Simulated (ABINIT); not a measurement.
**RbBr (Fm-3m): G0W0 with ABINIT, start to end**

How does a plane-wave GW calculation on RbBr (Fm-3m) run from the first input to the gap?

Main program and level: ABINIT 10.8.3; PBE and many-body steps on it, plane waves.

The database entry behind the starting cell differs from later determinations by our own check (about 0.5 % short), so it need not match the best structure at ambient conditions.

## 1. The starting structure

The structure is cubic, space group Fm-3m (No. 225). The conventional cell has a = 6.854 Å, b = 6.854 Å, c = 6.854 Å, α = 90.00°, β = 90.00°, γ = 90.00°. Rb has 6 Br at 3.43 Å nearest. Nearest to Br lie 6 Rb at 3.43 Å. Farther neighbours and most contacts between anions are not listed.

The cell and positions come from the Crystallography Open Database and are kept as given unless a step says otherwise.

## 2. Ground state

This step: ABINIT 10.8.3; DFT, PBE, plane waves, norm-conserving pseudopotentials.

The ground-state density comes first.

Input file run.abi:

```
acell 3*1.0 Angstrom
rprim 
  0.000000000000 3.427000000000 3.427000000000
  3.427000000000 0.000000000000 3.427000000000
  3.427000000000 3.427000000000 -0.000000000000
ntypat 2
znucl 37 35
natom 2
typat 1 2
xred 
  0.000000000000 0.000000000000 0.000000000000
  0.500000000000 0.500000000000 0.500000000000
pp_dirpath "pseudos"
pseudos "Rb.upf, Br.upf"
ecut 19
ngkpt 6 6 6
nshiftk 1
shiftk 0 0 0
kptopt 1
chksymbreak 0
nband 13
occopt 1
tolvrs 1e-10
nstep 60
prtwf 0
optforces 0
optstress 0
indata_prefix "in"
outdata_prefix "out"
tmpdata_prefix "tmp"
```

Run with:

```sh
$ OMP_NUM_THREADS=1 mpirun -n 4 abinit run.abi > log
```

Numbers of over 12 decimals in the logs are rounded to 6 here.

Log:

```text
.Version 10.8.3 of ABINIT. v10.8.2 released Aug 2026.

 Symmetries : space group Fm -3 m (#225); Bravais cF (face-center cubic)
================================================================================
 Values of the parameters that define the memory need of the present run
     intxc =       0    ionmov =       0      iscf =       7    lmnmax =       6
     lnmax =       6     mgfft =      36  mpssoang =       3    mqgrid =    3001
     natom =       2  nloc_mem =       1    nspden =       1   nspinor =       1
    nsppol =       1      nsym =      48    n1xccc =    2501    ntypat =       2
    occopt =       1   xclevel =       2
-    mband =          13        mffmem =           1         mkmem =           4
       mpw =        2174          nfft =       46656          nkpt =          16
================================================================================
  Rough estimation (10% accuracy) of disk space for files :
================================================================================

--------------------------------------------------------------------------------
------------- Echo of variables that govern the present computation ------------
--------------------------------------------------------------------------------
 -outvars: echo values of preprocessed input variables --------
            acell      1.8897261259E+00  1.8897261259E+00  1.8897261259E+00 Bohr

      chksymbreak           0
             ecut      1.90000000E+01 Hartree
-          fftalg         312

              ixc     -101130
              kpt      0.00000000E+00  0.00000000E+00  0.00000000E+00
                       1.66666667E-01  0.00000000E+00  0.00000000E+00
                       3.33333333E-01  0.00000000E+00  0.00000000E+00
                       5.00000000E-01  0.00000000E+00  0.00000000E+00
                       1.66666667E-01  1.66666667E-01  0.00000000E+00
                       3.33333333E-01  1.66666667E-01  0.00000000E+00
                       5.00000000E-01  1.66666667E-01  0.00000000E+00
                      -3.33333333E-01  1.66666667E-01  0.00000000E+00
                      -1.66666667E-01  1.66666667E-01  0.00000000E+00
   [... 5 further rows ...]
                      -3.33333333E-01  3.33333333E-01  1.66666667E-01
                      -3.33333333E-01  5.00000000E-01  1.66666667E-01
         kptrlatt        6    0    0      0    6    0      0    0    6
          kptrlen      5.49514580E+01
P           mkmem           4
            natom           2
            nband          13
            ngfft          36      36      36
             nkpt          16
            nstep          60
             nsym          48
           ntypat           2
              occ      2.000000  2.000000  2.000000  2.000000  2.000000  2.000000
                       2.000000  2.000000  0.000000  0.000000  0.000000  0.000000
                       0.000000
        optforces           0
        optstress           0
            prtwf           0
            rprim      0.0000000000E+00  3.4270000000E+00  3.4270000000E+00
[...]
spgroup         225

           tolvrs      1.00000000E-10

             xred      0.0000000000E+00  0.0000000000E+00  0.0000000000E+00
[...]
znucl       37.00000   35.00000

================================================================================

 chkinp: Checking input parameters for consistency.

================================================================================
== DATASET  1 ==================================================================
-   mpi_nproc: 4, omp_nthreads: 1 (-1 if OMP is not activated)

--- !DatasetInfo
iteration_state: {dtset: 1, }
dimensions: {natom: 2, nkpt: 16, mband: 13, nsppol: 1, nspinor: 1, nspden: 1, mpw: 2174, }
cutoff_energies: {ecut:  19.0, pawecutdg:  -1.0, }
electrons: {nelect:   1.60000000E+01, charge:   0.00000000E+00, occopt:   1.00000000E+00, tsmear:   1.00000000E-02, }

 Real(R)+Recip(G) space primitive vectors, cartesian coordinates (Bohr,Bohr^-1):
 R(1)=  0.0000000  6.4760914  6.4760914  G(1)= -0.0772071  0.0772071  0.0772071
 R(2)=  6.4760914  0.0000000  6.4760914  G(2)=  0.0772071 -0.0772071  0.0772071
 R(3)=  6.4760914  6.4760914  0.0000000  G(3)=  0.0772071  0.0772071 -0.0772071
 Unit cell volume ucvol=  5.4321144E+02 bohr^3
 Angles (23,13,12)=  6.00000000E+01  6.00000000E+01  6.00000000E+01 degrees

 getcut: wavevector=  0.0000  0.0000  0.0000  ngfft=  36  36  36
         ecut(hartree)=     19.000   => boxcut(ratio)=   2.00324

--- Pseudopotential description ------------------------------------------------
- Rb Generated using ONCVPSP code by D. R. Hamann
- 37.00000   9.00000  171031                  znucl, zion, pspdat
12 -101130 2 -1 2308                          pspcod,pspxc,lmax,lloc,mmax
     nproj     2     2     2
  pspatm : epsatm=   34.45470878
         --- l  ekb(1:nproj) -->
[...]
pspatm: atomic psp has been read  and splines computed

- Br Generated using ONCVPSP code by D. R. Hamann
- 35.00000   7.00000  171031                  znucl, zion, pspdat
12 -101130 2 -1 1098                          pspcod,pspxc,lmax,lloc,mmax
     nproj     2     2     2
  pspatm : epsatm=   11.64859065
         --- l  ekb(1:nproj) -->
[...]
2    2.589748    0.385882
 pspatm: atomic psp has been read  and splines computed

   7.37652791E+02                                ecore*ucvol(ha*bohr**3)
--------------------------------------------------------------------------------

_setup2: Arith. and geom. avg. npw (full set) are    2148.356    2148.321

================================================================================

--- !BeginCycle
iteration_state: {dtset: 1, }
solver: {iscf: 7, nstep: 60, nline: 4, wfoptalg: 0, }
tolerances: {tolvrs: 1.00E-10, }

     iter   Etot(hartree)      deltaE(h)  residm     vres2
 ETOT  1  -42.919326766497    -4.292E+01 2.148E-02 5.695E+01
 ETOT  2  -42.937657193746    -1.833E-02 1.882E-02 2.540E+00
 ETOT  3  -42.938068935354    -4.117E-04 1.819E-03 3.897E-01
 ETOT  4  -42.938088369369    -1.943E-05 6.787E-04 3.269E-02
 ETOT  5  -42.938089964393    -1.595E-06 5.464E-04 3.243E-04
 ETOT  6  -42.938089977893    -1.350E-08 1.993E-04 1.758E-06
 ETOT  7  -42.938089978009    -1.162E-10 1.308E-04 9.622E-08
 ETOT  8  -42.938089978019    -9.742E-12 7.673E-05 2.875E-09
 ETOT  9  -42.938089978018     1.002E-12 2.935E-05 6.802E-11

 At SCF step    9       vres2   =  6.80E-11 < tolvrs=  1.00E-10 =>converged.

--- !ResultsGS
iteration_state: {dtset: 1, }
comment   : Summary of ground state results
lattice_vectors:
- [  0.0000000,   6.4760914,   6.4760914, ]
- [  6.4760914,   0.0000000,   6.4760914, ]
- [  6.4760914,   6.4760914,  -0.0000000, ]
lattice_lengths: [   9.15858,    9.15858,    9.15858, ]
lattice_angles: [ 60.000,  60.000,  60.000, ] # degrees, (23, 13, 12)
lattice_volume:   5.4321144E+02
convergence: {deltae:  1.002E-12, res2:  6.802E-11, residm:  2.935E-05, diffor:  0.000E+00, }
etotal    :  -4.29380900E+01
entropy   :   0.00000000E+00
fermie    :  -3.82805169E-02
cartesian_stress_tensor: null
pressure_GPa: null
xred      :
- [  0.0000E+00,   0.0000E+00,   0.0000E+00, Rb]
- [  5.0000E-01,   5.0000E-01,   5.0000E-01, Br]
cartesian_forces: null
force_length_stats: {min: null, max: null, mean: null, }

 Integrated electronic density in atomic spheres:
 ------------------------------------------------
 Atom  Sphere_radius  Integrated_density
    1        2.00000          6.04011203
    2        2.00000          4.25675229
================================================================================

 ----iterations are completed or convergence reached----

 Mean square residual over all n,k,spin=   28.329E-08; max=  29.351E-06
 reduced coordinates (array xred) for    2 atoms
       0.000000000000      0.000000000000      0.000000000000
       0.500000000000      0.500000000000      0.500000000000
 rms dE/dt=  0.0000E+00; max dE/dt=  0.0000E+00; dE/dt below (all hartree)
    1       0.000000000000      0.000000000000      0.000000000000
    2       0.000000000000      0.000000000000      0.000000000000

 cartesian coordinates (angstrom) at end:
    1      0.000000     0.000000     0.000000
    2      3.427000     3.427000     3.427000
 length scales=  1.889726125908  1.889726125908  1.889726125908 bohr
              =  1.000000000000  1.000000000000  1.000000000000 angstroms
 prteigrs : about to open file out_EIG
 Fermi (or HOMO) energy (hartree) =  -0.03828   Average Vxc (hartree)=  -0.27156
 Eigenvalues (hartree) for nkpt=  16  k points:
 kpt#   1, nband= 13, wtk=  0.00463, kpt=  0.0000  0.0000  0.0000 (reduced coord)
  -0.93590   -0.48605   -0.35047   -0.35047   -0.35047   -0.03828   -0.03828   -0.03828
   0.12208    0.22944    0.22944    0.22944    0.26211
 prteigrs : prtvol=0 or 1, do not print more k-points.

--- !EnergyTerms
iteration_state     : {dtset: 1, }
comment             : Components of total free energy in Hartree
kinetic             :  1.16832611025282E+01
hartree             :  7.38146148238216E+00
xc                  : -1.22925326011354E+01
Ewald energy        : -2.83094525709479E+01
psp_core            :  1.35794780975051E+00
local_psp           : -2.38293239440908E+01
non_local_psp       :  1.07054874349507E+00
total_energy        : -4.29380899780181E+01
total_energy_eV     : -1.16840495105654E+03
band_energy         : -5.27028916339994E+00

== END DATASET(S) ==============================================================
================================================================================

 -outvars: echo values of variables after computation  --------
           etotal     -4.2938089978E+01
            nband          13
             nkpt          16
          spgroup         225
 [... the other variables as echoed above ...]

 Calculation completed.
```

Wall time 4.4 s (4 MPI ranks of Arm Neoverse V2, shared host); peak memory 0.31 GiB.

This step gave:

| Item | Value |
| --- | --- |
| total energy | -1168.4050 eV |
| gap | 4.364 eV |
| k of the valence top | 0, 0, 0 |
| k of the conduction bottom | 0, 0, 0 |
| least direct gap | 4.364 eV |

The gap is direct, at Γ.

[end of part 1 of 3]

[Paths, hosts, dates, memory and timing lines, banners, echoed tables and standing remarks are left out of the program output.]

[Logs are printed without paths, hosts, clocks, repeated set-up lines and the standing remarks that a program may print on its own settings, such as how far it seeks lower states.]

[Runs of the session that timed out or met a known fault of the program may be left out.]

[Hosts, paths, dates, database ids (printed as entryN), source tags and the programs' standing remarks are cut or masked in the printed files.]

[G0W0 gaps are taken among the corrected bands and points alone; a level outside them can change the order at an edge.]

[Where Ansatz stands beside ABINIT at settings called matched, ABINIT's density can come from a denser mesh and the files from another edition; pairs whose starting gaps differed by over 0.03 eV were left out, so agreement reads better than it is.]
